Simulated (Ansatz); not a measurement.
BaF2 (fluorite), relaxed with r2SCAN: 8 runs in Ansatz 0.2.0, each a construction of maximally localised Wannier functions. It is cubic, Fm-3m (No. 225); a = 6.194 Å in the conventional setting, 19.81 Å³ an atom. Ba has 8 F at 2.68 Å; F has 4 Ba at 2.68 Å. No spin polarisation and no zero-point or thermal motion.

```xyz
3
Lattice="0.0000 3.0972 3.0972 3.0972 0.0000 3.0972 3.0972 3.0972 0.0000" Properties=species:S:1:pos:R:3 pbc="T T T"
Ba    0.0000    0.0000    0.0000
F     1.5486    1.5486    1.5486
F     4.6457    4.6457    4.6457
```

Windows count from the top of the filled bands; a dash means that no such window was set (without an outer window there is no disentanglement). Rows marked drawn have settings drawn at random (some not listed).

| functional | SCF mesh | trial orbitals | functions | mesh | window (eV) | frozen (eV) | settings | Ω total (Å²) | Ω invariant (Å²) | largest spread (Å²) | least projectability | interpolation miss of the model's filled bands (eV, to the nearest computed level) |
| --- | --- | --- | --- | --- | --- | --- | --- | --- | --- | --- | --- | --- |
| PBE | 6×6×6 | F s, F p | 8 | 6×6×6 | – | – | chosen | 6.03 | 5.60 | 0.75 | 0.92 | 0.001 |
| PBE | 6×6×6 | F s, F p | 8 | 4×4×4 | – | – | chosen | 5.76 | 5.29 | 0.72 | 0.92 | 0.004 |
| PBE | 6×6×6 | F p | 6 | 6×6×6 | – | – | chosen | 5.69 | 5.66 | 0.95 | 0.94 | 0.001 |
| r2SCAN | 6×6×6 | F s, F p | 8 | 6×6×6 | – | – | chosen | 5.98 | 5.54 | 0.75 | 0.91 | 0.000 |
| r2SCAN | 6×6×6 | F p | 6 | 6×6×6 | – | – | chosen | 5.55 | 5.52 | 0.92 | 0.94 | 0.000 |
| HSE06 | 6×6×6 | F s, F p | 8 | 6×6×6 | – | – | chosen | 6.14 | 5.72 | 0.77 | 0.90 | – |
| PBE | 6×6×6 | F s, F p | 8 | 6×6×6 | -21.4 to +11.7 | – | drawn | 3.68 | 3.09 | 0.46 | 0.94 | 0.465 |
| PBE | 6×6×6 | F s, F p (loose tolerance) | 8 | 6×6×6 | – | – | drawn | 6.03 | 5.60 | 0.75 | 0.92 | 0.001 |

1 of the rows take their functions from a window without a frozen part or with a poor projection: such a subspace needn't follow the bands named, so its spread can't be set beside the others.

A dash in the last column means that the miss wasn't evaluated.

For F s, F p with PBE the spread goes 5.76 Å² (4×4×4), 6.03 Å² (6×6×6): finite differences on a coarse mesh understate it.

The runs are scalar-relativistic, without spin-orbit coupling.
